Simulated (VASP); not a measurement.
# ZnS (Wurtzite-2H) (P6_3mc) in VASP: further runs

ZnS (Wurtzite-2H) is run at these levels: PBE, LDA; tasks: single point.

All numbers are computed with VASP 6.6.1; they aren't measurements. Logs are shortened: lines on timing, memory, paths and dates and some standing lists are left out, and cuts for length are marked.

**Experimental background.**

From a printed reference work, monograph, for a bulk crystal of ZnS at 4 K: band gap 3.911 eV (direct).

The results are compared with them further down.

### 1 The cell of the first run

Symmetry: P6_3mc, No. 186, hexagonal system. The conventional cell has a = 3.811 Å, b = 3.811 Å, c = 6.234 Å, α = 90.00°, β = 90.00°, γ = 120.00°. Zn (site symmetry 3m) has 4 S at 2.31 to 2.40 Å within 3.1 Å. S (site symmetry 3m) has 4 Zn at 2.31 to 2.40 Å within 3.1 Å.

### 2 Single point, PBE

INCAR

```
PREC = Accurate
ENCUT = 520
EDIFF = 1E-6
ISMEAR = 0
SIGMA = 0.01
LREAL = F
LASPH = T
NELM = 60
ALGO = Normal
ISIF = 2
LWAVE = F
LCHARG = T
GGA = PE
LELF = T
LVHAR = T
NBANDS = 26
```

KPOINTS

```
Automatic mesh
0
Gamma
  6 6 4
```

POSCAR

```
ZnS
1.0
    3.8110000000      0.0000000000      0.0000000000
   -1.9055000000      3.3004230000      0.0000000000
    0.0000000000      0.0000000000      6.2340000000
Zn S
2 2
Direct
    0.3333333333      0.6666666667      0.0000000000
    0.6666666667      0.3333333333      0.5000000000
    0.3333333333      0.6666666667      0.3850000000
    0.6666666667      0.3333333333      0.8850000000
```

Potentials or basis: VASP PAW PBE potentials, release 64 (Zn, S).

The run is started by

```console
$ cat potpaw_PBE.64/Zn/POTCAR potpaw_PBE.64/S/POTCAR > POTCAR
$ mpirun -np 1 vasp_std > vasp.out
```

OUTCAR:

```text
PREC = Accurate
   ENCUT = 520
   EDIFF = 1E-6
   ISMEAR = 0
   LREAL = F
   LASPH = T
   NELM = 60
   ISIF = 2
   GGA = PE

 ion  position               nearest neighbor table
   1  0.333  0.667  0.000-   4 2.31   4 2.31   4 2.31   3 2.40
   2  0.667  0.333  0.500-   3 2.31   3 2.31   3 2.31   4 2.40
   3  0.333  0.667  0.385-   2 2.31   2 2.31   2 2.31   1 2.40
   4  0.667  0.333  0.885-   1 2.31   1 2.31   1 2.31   2 2.40

  LATTYP: Found a hexagonal cell.
 ALAT       =     3.8110000000
 C/A-ratio  =     1.6357911309

  Lattice vectors:

 A1 = (   3.8110000000,   0.0000000000,   0.0000000000)
 A2 = (  -1.9055000000,   3.3004230000,   0.0000000000)
 A3 = (   0.0000000000,   0.0000000000,   6.2340000000)

Analysis of symmetry for initial positions (statically):
=====================================================================
 Subroutine PRICEL returns:
 Original cell was already a primitive cell.

 Routine SETGRP: Setting up the symmetry group for a
 hexagonal supercell.

 Subroutine GETGRP returns: Found 12 space group operations
 (whereof  6 operations were pure point group operations)
 out of a pool of 24 trial point group operations.

The static configuration has the point symmetry C_3v.
 The point group associated with its full space group is C_6v.

Analysis of symmetry for dynamics (positions and initial velocities):
=====================================================================
 Subroutine PRICEL returns:
 Original cell was already a primitive cell.

 Routine SETGRP: Setting up the symmetry group for a
 hexagonal supercell.

 Subroutine GETGRP returns: Found 12 space group operations
 (whereof  6 operations were pure point group operations)
 out of a pool of 24 trial point group operations.

The dynamic configuration has the point symmetry C_3v.
 The point group associated with its full space group is C_6v.

 Subroutine INISYM returns: Found 12 space group operations
 (whereof  6 operations are pure point group operations),
 and found     1 'primitive' translations

----------------------------------------------------------------------------------------

                                     Primitive cell

[... 84 lines left out ...]
   ISPIN  =      1    spin polarized calculation?
   LNONCOLLINEAR =      F non collinear calculations
   LSORBIT =      F    spin-orbit coupling
   LASPH  =      T    aspherical Exc in radial PAW
   ENCUT  =  520.0 eV  38.22 Ry    6.18 a.u.   7.09  7.09 11.59*2*pi/ulx,y,z
   NELM   =     60;   NELMIN=  2; NELMDL= -5     # of ELM steps
   EDIFF  = 0.1E-05   stopping-criterion for ELM
   LREAL  =      F    real-space projection
   EDIFFG = 0.1E-04   stopping-criterion for IOM
   NSW    =      0    number of steps for IOM
   IBRION =     -1    ionic relax: 0-MD 1-quasi-New 2-CG
   NFREE  =      0    steps in history (QN), initial steepest desc. (CG)
   ISIF   =      2    stress and relaxation
   ISYM   =      2    0-nonsym 1-usesym 2-fastsym
   POTIM  = 0.5000    time-step for ionic-motion
   TEBEG  =    0.0;   TEEND  =   0.0 temperature during run
   PSTRESS=    0.0 pullay stress
   NELECT =      36.0000    total number of electrons
   NUPDOWN=      -1.0000    fix difference up-down
   EMIN   =  10.00;   EMAX   =-10.00  energy-range for DOS
   EFERMI =   0.00;   METHOD = LEGACY
   ISMEAR =     0;   SIGMA  =   0.01  broadening in eV -4-tet -1-fermi 0-gaus
   EFERMI_NEDOS =   21; number of points for ismear=-14 and -15
   IALGO  =     38    algorithm
   IMIX   =      4    mixing-type and parameters
     AMIX     =   0.40;   BMIX     =  1.00
     AMIX_MAG =   1.60;   BMIX_MAG =  1.00
  volume/ion in A,a.u.               =      19.60       132.29
  Fermi-wavevector in a.u.,A,eV,Ry     =   1.262943  2.386617 21.701646  1.595026
  Thomas-Fermi vector in A             =   2.396326
   LORBIT       =      0    0 simple, 1 ext, 2 COOP (PROOUT), +10 PAW based schemes
   GGA     = PE    functional components
   LHFCALC =     F    Hartree Fock is set to
   AEXX    =    0.0000 exact exchange contribution
   IVDW    =     0    specifies the selected vdW correction
   LEPSILON=     F    determine dielectric tensor
   LRPA    =     F    only Hartree local field effects (RPA)
 non-spin polarized calculation
 Gauss-broadening in eV      SIGMA  =   0.01
  energy-cutoff  :      520.00
  volume of cell :       78.41
 maximum number of plane-waves:      2133
   NGX = 15   NGY = 15   NGZ = 23

 number of electron      35.9999977 magnetization

 Free energy of the ion-electron system (eV)
  ---------------------------------------------------
  ext. energy  EPLUGINS =         0.00000000
  ---------------------------------------------------
  free energy    TOTEN  =       -13.65076041 eV

  energy without entropy =      -13.65076041  energy(sigma->0) =      -13.65076041

 E-fermi :   2.2639     XC(G=0):  -9.6507

 val. band max:        2.1636697769   @ k =   0.0000   0.0000   0.0000
 cond. band min:       4.4165317229   @ k =   0.0000   0.0000   0.0000
 fundamental gap:      2.2528619460
 Fermi energy:         2.2638600880

 k-point     1 :       0.0000    0.0000    0.0000
  band No.  band energies     occupation
      1     -11.0298      2.00000
      2     -10.1067      2.00000
      3      -4.2061      2.00000
      4      -4.2061      2.00000
      5      -4.1418      2.00000
      6      -4.1418      2.00000
[... 598 lines left out ...]
     25      11.9395      0.00000
     26      11.9395      0.00000

------------------------ aborting loop because EDIFF is reached ----------------------------------------

  FORCE on cell =-STRESS in cart. coord.  units (eV):
  Direction    XX          YY          ZZ          XY          YZ          ZX
  --------------------------------------------------------------------------------------
  -------------------------------------------------------------------------------------
  Total        1.5674512      1.5674513      0.5412183      0.0000000      0.0000000      0.0000000
  in kB       32.0279580     32.0279616     11.0587923      0.0000000      0.0000000      0.0000000
  external PRESSURE =      25.0382373 kB  Pullay stress =       0.0000000 kB

 VOLUME and BASIS-vectors are now :
 -----------------------------------------------------------------------------
  energy-cutoff  :      520.00
  volume of cell :       78.41
      direct lattice vectors                 reciprocal lattice vectors
     3.811000000  0.000000000  0.000000000     0.262398321  0.151495733  0.000000000
    -1.905500000  3.300423000  0.000000000     0.000000000  0.302991465  0.000000000
     0.000000000  0.000000000  6.234000000     0.000000000  0.000000000  0.160410651

 POSITION                                       TOTAL-FORCE (eV/Angst)
 -----------------------------------------------------------------------------------
     -0.00000      2.20028      0.00000         0.000000     -0.000000      0.323934
      1.90550      1.10014      3.11700        -0.000000      0.000000      0.323934
     -0.00000      2.20028      2.40009         0.000000     -0.000000     -0.323934
      1.90550      1.10014      5.51709        -0.000000      0.000000     -0.323934
 -----------------------------------------------------------------------------------
    total drift:                               -0.000000     -0.000000      0.000466

  FREE ENERGIE OF THE ION-ELECTRON SYSTEM (eV)
  ---------------------------------------------------
  free  energy   TOTEN  =       -13.6507604073 eV

  energy  without entropy=      -13.6507604073  energy(sigma->0) =      -13.65076041
```

stdout:

```text
POSCAR found type information on POSCAR ZnS
 POSCAR found :  2 types and       4 ions
 scaLAPACK will be used
 LDA part: xc-table for (Slater+PW92), standard interpolation
 POSCAR, INCAR and KPOINTS ok, starting setup
 FFT: planning ... GRIDC
 FFT: planning ... GRID_SOFT
 FFT: planning ... GRID
 WAVECAR not read
 entering main loop
```

It took 53 s on 1 thread of Intel Xeon Platinum 8259CL at 2.50GHz (Skylake/Cascade Lake), shared host; peak memory 0.2 GiB.

What came out:

* Free energy: -13.6508 eV
* Pressure: 2.5 GPa
* Largest force: 0.324 eV/Å
* Band gap on the k mesh: 2.25 eV, direct

Forces in eV/Å, atoms in the order of the input:
```
Zn   0.000  0.000  0.324
Zn   0.000  0.000  0.324
S    0.000  0.000 -0.324
S    0.000  0.000 -0.324
```

Stress tensor (GPa, compression positive):
```
3.20 0.00 0.00
0.00 3.20 0.00
0.00 0.00 1.11
```

### 3 Single point, LDA

INCAR

```
ALGO = Normal
EDIFF = 1E-7
ENCUT = 520
ISIF = 2
ISMEAR = 0
LASPH = True
LCHARG = True
LELF = True
LREAL = False
LVHAR = True
LWAVE = False
NBANDS = 26
NELM = 80
PREC = Accurate
SIGMA = 0.01
```

KPOINTS

```
k-points
0
Gamma
  6 6 4
```

POSCAR is that of step 2.

Potentials or basis: VASP PAW LDA potentials, release 64 (Zn, S).

The run is started by

```console
$ cat potpaw_LDA.64/Zn/POTCAR potpaw_LDA.64/S/POTCAR > POTCAR
$ mpirun -np 1 vasp_std > vasp.out
```

OUTCAR:

```text
EDIFF = 1E-7
   ENCUT = 520
   ISIF = 2
   ISMEAR = 0
   LASPH = True
   LREAL = False
   NELM = 80
   PREC = Accurate

 ion  position               nearest neighbor table
   1  0.333  0.667  0.000-   4 2.31   4 2.31   4 2.31   3 2.40
   2  0.667  0.333  0.500-   3 2.31   3 2.31   3 2.31   4 2.40
   3  0.333  0.667  0.385-   2 2.31   2 2.31   2 2.31   1 2.40
   4  0.667  0.333  0.885-   1 2.31   1 2.31   1 2.31   2 2.40

  LATTYP: Found a hexagonal cell.
 ALAT       =     3.8110000000
 C/A-ratio  =     1.6357911309

  Lattice vectors:

 A1 = (   3.8110000000,   0.0000000000,   0.0000000000)
 A2 = (  -1.9055000000,   3.3004230000,   0.0000000000)
 A3 = (   0.0000000000,   0.0000000000,   6.2340000000)

Analysis of symmetry for initial positions (statically):
=====================================================================
 Subroutine PRICEL returns:
 Original cell was already a primitive cell.

 Routine SETGRP: Setting up the symmetry group for a
 hexagonal supercell.

 Subroutine GETGRP returns: Found 12 space group operations
 (whereof  6 operations were pure point group operations)
 out of a pool of 24 trial point group operations.

The static configuration has the point symmetry C_3v.
 The point group associated with its full space group is C_6v.

Analysis of symmetry for dynamics (positions and initial velocities):
=====================================================================
 Subroutine PRICEL returns:
 Original cell was already a primitive cell.

 Routine SETGRP: Setting up the symmetry group for a
 hexagonal supercell.

 Subroutine GETGRP returns: Found 12 space group operations
 (whereof  6 operations were pure point group operations)
 out of a pool of 24 trial point group operations.

The dynamic configuration has the point symmetry C_3v.
 The point group associated with its full space group is C_6v.
[... 115 lines left out ...]
   EFERMI_NEDOS =   21; number of points for ismear=-14 and -15
   IALGO  =     38    algorithm
   IMIX   =      4    mixing-type and parameters
     AMIX     =   0.40;   BMIX     =  1.00
     AMIX_MAG =   1.60;   BMIX_MAG =  1.00
  volume/ion in A,a.u.               =      19.60       132.29
  Fermi-wavevector in a.u.,A,eV,Ry     =   1.262943  2.386617 21.701646  1.595026
  Thomas-Fermi vector in A             =   2.396326
   LORBIT       =      0    0 simple, 1 ext, 2 COOP (PROOUT), +10 PAW based schemes
   GGA     = CA    functional components
   LHFCALC =     F    Hartree Fock is set to
   AEXX    =    0.0000 exact exchange contribution
   IVDW    =     0    specifies the selected vdW correction
   LEPSILON=     F    determine dielectric tensor
   LRPA    =     F    only Hartree local field effects (RPA)
 non-spin polarized calculation
 Gauss-broadening in eV      SIGMA  =   0.01
  energy-cutoff  :      520.00
  volume of cell :       78.41
 maximum number of plane-waves:      2133
   NGX = 15   NGY = 15   NGZ = 23

 number of electron      35.9999977 magnetization

 Free energy of the ion-electron system (eV)
  ---------------------------------------------------
  ext. energy  EPLUGINS =         0.00000000
  ---------------------------------------------------
  free energy    TOTEN  =       -16.33163388 eV

  energy without entropy =      -16.33163388  energy(sigma->0) =      -16.33163388

 E-fermi :   2.0493     XC(G=0): -10.0601

 val. band max:        1.9870757189   @ k =   0.0000   0.0000   0.0000
 cond. band min:       4.0062491565   @ k =   0.0000   0.0000   0.0000
 fundamental gap:      2.0191734376
 Fermi energy:         2.0493237122

 k-point     1 :       0.0000    0.0000    0.0000
  band No.  band energies     occupation
      1     -11.1788      2.00000
      2     -10.2317      2.00000
      3      -4.5459      2.00000
      4      -4.5459      2.00000
      5      -4.4837      2.00000
      6      -4.4837      2.00000
[... 598 lines left out ...]
     25      11.6006      0.00000
     26      11.6006      0.00000

------------------------ aborting loop because EDIFF is reached ----------------------------------------

  FORCE on cell =-STRESS in cart. coord.  units (eV):
  Direction    XX          YY          ZZ          XY          YZ          ZX
  --------------------------------------------------------------------------------------
  -------------------------------------------------------------------------------------
  Total       -1.5410050     -1.5410051     -2.3178599      0.0000000     -0.0000000     -0.0000000
  in kB      -31.4875786    -31.4875822    -47.3611682      0.0000000     -0.0000000     -0.0000000
  external PRESSURE =     -36.7787763 kB  Pullay stress =       0.0000000 kB

 VOLUME and BASIS-vectors are now :
 -----------------------------------------------------------------------------
  energy-cutoff  :      520.00
  volume of cell :       78.41
      direct lattice vectors                 reciprocal lattice vectors
     3.811000000  0.000000000  0.000000000     0.262398321  0.151495733  0.000000000
    -1.905500000  3.300423000  0.000000000     0.000000000  0.302991465  0.000000000
     0.000000000  0.000000000  6.234000000     0.000000000  0.000000000  0.160410651

 POSITION                                       TOTAL-FORCE (eV/Angst)
 -----------------------------------------------------------------------------------
     -0.00000      2.20028      0.00000         0.000000      0.000000      0.299291
      1.90550      1.10014      3.11700        -0.000000      0.000000      0.299291
     -0.00000      2.20028      2.40009         0.000000     -0.000000     -0.299291
      1.90550      1.10014      5.51709        -0.000000      0.000000     -0.299291
 -----------------------------------------------------------------------------------
    total drift:                               -0.000000     -0.000000     -0.000119

  FREE ENERGIE OF THE ION-ELECTRON SYSTEM (eV)
  ---------------------------------------------------
  free  energy   TOTEN  =       -16.3316338771 eV

  energy  without entropy=      -16.3316338771  energy(sigma->0) =      -16.33163388
```

Run time: 53 s. Hardware: 1 thread of Intel Xeon Platinum 8259CL at 2.50GHz (Skylake/Cascade Lake), shared host; peak memory 0.17 GiB.

What came out:

```
Free energy            : -16.3316 eV
Pressure               : -3.7 GPa
Largest force          : 0.299 eV/Å
Band gap on the k mesh : 2.02 eV, direct
```

Forces in eV/Å, atoms in the order of the input:
```
Zn   0.000  0.000  0.299
Zn   0.000  0.000  0.299
S    0.000  0.000 -0.299
S    0.000  0.000 -0.299
```

Stress tensor (GPa, compression positive):
```
-3.15  0.00  0.00
 0.00 -3.15  0.00
 0.00  0.00 -4.74
```

### 4 How close it comes

Step 2. Measured gap of ZnS: 3.911 eV (direct; 4 K; a printed reference work, monograph). This calculation gives 2.25 eV (-1.66 eV). The value is that of PBE, without temperature or zero-point motion. Semilocal functionals fall short of measured gaps as a rule.
